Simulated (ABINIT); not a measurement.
Crystal: CaO.

```
Ca O
1.0
     0.00000    2.40356    2.40356
     2.40356    0.00000    2.40356
     2.40356    2.40356    0.00000
Ca O
1 1
Direct
  0.00000 0.00000 0.00000
  0.50000 0.50000 0.50000
```

The cell is a database's computed one.

Base run:

* Program: ABINIT 10.8.3 (patched build)
* Functional: HCTH407
* Potentials or basis: JTH PAW PBE v2.0
* Cutoff: 626 eV
* k mesh: 10 × 10 × 10
* Occupations: fermi-dirac, width 0.05 eV
* Spin: no spin polarisation

Its results: band gap on the k mesh 4.01 eV, indirect (least direct gap 4.38 eV); pressure 4.3 GPa.

Question: The run is repeated on the same cell with these changes: functional from HCTH407 to PBE; potentials or basis from JTH PAW PBE v2.0 to SG15 NC PBE v1.2; cutoff from 626 eV to 1143 eV. What comes out?

Answer: Band gap on the k mesh 3.65 eV, indirect (least direct gap 4.02 eV); pressure 1.5 GPa.

Caveats: the PAW data sets were made with another functional, which shifts forces and pressure a little (some runs).
